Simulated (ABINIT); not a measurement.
# InAs (F-43m) in ABINIT: a series of runs, part 2 of 2

ABINIT 10.8.3 (patched build). Earlier steps stand in the parts before.

## Step 5: Single point, PBEsol

run.abi

```
# Pseudopotentials
pp_dirpath "./"
pseudos "In.upf, As.upf"

# Structure
acell 3*1.0 Angstrom
rprim
     0.0000000000     3.0180000000     3.0180000000
     3.0180000000     0.0000000000     3.0180000000
     3.0180000000     3.0180000000     0.0000000000
ntypat 2
znucl 49 33
natom 2
typat 1 2
xcart
     0.0000000000     0.0000000000     0.0000000000
     8.5547901662     8.5547901662     8.5547901662

# Plane-wave basis
ecut 38.0

# k points
kptopt 1
ngkpt 6 6 6
nshiftk 1
shiftk 0.0 0.0 0.0

# Exchange and correlation
ixc -116133

# Bands and occupations
nband 18
occopt 3
tsmear 0.05 eV

# SCF cycle
nstep 100
tolvrs 1.0e-10

# Output
iomode 3
prtwf 0
prtden 0
prteig 0
prtebands 0
```

Potentials or basis: PseudoDojo NC SR PBEsol v0.4.1 standard.

On the command line:

```console
> mpirun --bind-to none -np 4 abinit run.abi > log 2>&1
```

run.abo:

```text
.Version 10.8.3 of ABINIT
 Symmetries : space group F-4 3 m (#216); Bravais cF (face-center cubic)
================================================================================
 Values of the parameters that define the memory need of the present run
     intxc =       0    ionmov =       0      iscf =       7    lmnmax =       6
     lnmax =       6     mgfft =      48  mpssoang =       3    mqgrid =    3001
     natom =       2  nloc_mem =       1    nspden =       1   nspinor =       1
    nsppol =       1      nsym =      24    n1xccc =    2501    ntypat =       2
    occopt =       3   xclevel =       2
       mpw =        4168          nfft =      110592          nkpt =          16
================================================================================
================================================================================

--------------------------------------------------------------------------------
------------- Echo of variables that govern the present computation ------------
--------------------------------------------------------------------------------
 -outvars: echo values of preprocessed input variables --------
            acell      1.8897261259E+00  1.8897261259E+00  1.8897261259E+00 Bohr
              amu      1.14820000E+02  7.49215900E+01
             ecut      3.80000000E+01 Hartree
              ixc     -116133
         kptrlatt        6    0    0      0    6    0      0    0    6
          kptrlen      4.83932011E+01
            natom           2
            nband          18
            ngfft          48      48      48
             nkpt          16
            nstep         100
             nsym          24
           ntypat           2
           occopt           3
           prtden           0
        prtebands           0
           prteig           0
            prtwf           0
            rprim      0.0000000000E+00  3.0180000000E+00  3.0180000000E+00
                       3.0180000000E+00  0.0000000000E+00  3.0180000000E+00
                       3.0180000000E+00  3.0180000000E+00  0.0000000000E+00
          spgroup         216
           tolvrs      1.00000000E-10
           tsmear      1.83746611E-03 Hartree
            typat      1  2
           xangst      0.0000000000E+00  0.0000000000E+00  0.0000000000E+00
                       4.5270000000E+00  4.5270000000E+00  4.5270000000E+00
            xcart      0.0000000000E+00  0.0000000000E+00  0.0000000000E+00
[... 123 lines left out ...]
    1     -0.00000000000000    -0.00000000000000     0.00000000000000
    2      0.00000000000000     0.00000000000000    -0.00000000000000
 frms,max,avg= 6.7804421E-29 1.0622911E-28   0.000E+00  0.000E+00  0.000E+00 h/b

 cartesian forces (eV/Angstrom) at end:
    1     -0.00000000000000    -0.00000000000000     0.00000000000000
    2      0.00000000000000     0.00000000000000    -0.00000000000000
 frms,max,avg= 3.4866435E-27 5.4625206E-27   0.000E+00  0.000E+00  0.000E+00 e/A
 length scales=  1.889726125908  1.889726125908  1.889726125908 bohr
              =  1.000000000000  1.000000000000  1.000000000000 angstroms
 Fermi (or HOMO) energy (hartree) =   0.15136   Average Vxc (hartree)=  -0.35919
 Eigenvalues (hartree) for nkpt=  16  k points:
 kpt#   1, nband= 18, wtk=  0.00463, kpt=  0.0000  0.0000  0.0000 (reduced coord)
  -1.13858   -1.13858   -1.13858   -1.13826   -1.13826   -0.37931   -0.37931   -0.37931
  -0.37459   -0.37459   -0.28834    0.14033    0.15004    0.15004    0.15004    0.29226
   0.29226    0.29226
      occupation numbers for kpt#   1
   2.00000    2.00000    2.00000    2.00000    2.00000    2.00000    2.00000    2.00000
   2.00000    2.00000    2.00000    1.99507    1.34412    1.34412    1.34412    0.00000
   0.00000    0.00000
 prteigrs : prtvol=0 or 1, do not print more k-points.

--- !EnergyTerms
iteration_state     : {dtset: 1, }
comment             : Components of total free energy in Hartree
kinetic             :  1.17928513133491E+02
hartree             :  5.22089734688260E+01
xc                  : -4.33576668883601E+01
Ewald energy        : -9.28949151399889E+01
psp_core            :  4.07321564509191E+00
local_psp           : -1.43286724206464E+02
non_local_psp       : -6.69150734752426E+01
internal            : -1.72243677462647E+02
'-kT*entropy'       : -3.45080387145969E-05
total_energy        : -1.72243711970686E+02
total_energy_eV     : -4.68699017487583E+03
band_energy         : -1.53821509866511E+01
...

 Cartesian components of stress tensor (hartree/bohr^3)
  sigma(1 1)= -3.39347538E-05  sigma(3 2)=  0.00000000E+00
  sigma(2 2)= -3.39347538E-05  sigma(3 1)=  0.00000000E+00
  sigma(3 3)= -3.39347538E-05  sigma(2 1)=  0.00000000E+00

-Cartesian components of stress tensor (GPa)         [Pressure=  9.9839E-01 GPa]
- sigma(1 1)= -9.98394926E-01  sigma(3 2)=  0.00000000E+00
- sigma(2 2)= -9.98394926E-01  sigma(3 1)=  0.00000000E+00
- sigma(3 3)= -9.98394926E-01  sigma(2 1)=  0.00000000E+00

== END DATASET(S) ==============================================================
================================================================================

 -outvars: echo values of variables after computation  --------
            acell      1.8897261259E+00  1.8897261259E+00  1.8897261259E+00 Bohr
           etotal     -1.7224371197E+02
            fcart     -3.5409703980E-29 -3.5409703980E-29  1.0622911194E-28
                       3.5409703980E-29  3.5409703980E-29 -1.0622911194E-28
            rprim      0.0000000000E+00  3.0180000000E+00  3.0180000000E+00
                       3.0180000000E+00  0.0000000000E+00  3.0180000000E+00
                       3.0180000000E+00  3.0180000000E+00  0.0000000000E+00
           strten     -3.3934753786E-05 -3.3934753786E-05 -3.3934753786E-05
                       0.0000000000E+00  0.0000000000E+00  0.0000000000E+00
           xangst      0.0000000000E+00  0.0000000000E+00  0.0000000000E+00
                       4.5270000000E+00  4.5270000000E+00  4.5270000000E+00
             xred      0.0000000000E+00  0.0000000000E+00  0.0000000000E+00
                       7.5000000000E-01  7.5000000000E-01  7.5000000000E-01
 Calculation completed.
```

Wall time 19 s (4 MPI ranks of Arm Neoverse V1, shared host); peak memory 0.36 GiB.

What came out:

- Free energy: -4686.9902 eV
- Pressure: 1.0 GPa
- Band gap on the k mesh: none (metal or under the smearing width)
- Valence electrons inside the program's atomic spheres: In 9.91; As 12.37

Caveat: this crystal is a semiconductor, whose small gap the functional closes, so the metal is an error of the method.

## Step 6: How close it comes

Step 2. Measured gap of InAs: 0.418 eV (direct; 4.2 K; a printed reference work, data compilation). This calculation gives 0.00 eV (-0.42 eV). Spin-orbit coupling on As, In is left out. The value is that of PBEsol on a finite k mesh, which can miss the band edges, without temperature or zero-point motion. Semilocal functionals fall short of measured gaps as a rule.

Step 3. A measured gap of InAs is 0.418 eV (direct; 4.2 K; a printed reference work, data compilation); the calculated 0.00 eV misses it by -0.42 eV. Spin-orbit coupling on As, In is left out. The value is that of PBEsol on a finite k mesh, which can miss the band edges, without temperature or zero-point motion. Semilocal functionals fall short of measured gaps as a rule.

Step 5. A measured gap of InAs is 0.418 eV (direct; 4.2 K; a printed reference work, data compilation); the calculated 0.00 eV misses it by -0.42 eV. Spin-orbit coupling on As, In is left out. The value is that of PBEsol on a finite k mesh, which can miss the band edges, without temperature or zero-point motion. Semilocal functionals fall short of measured gaps as a rule.
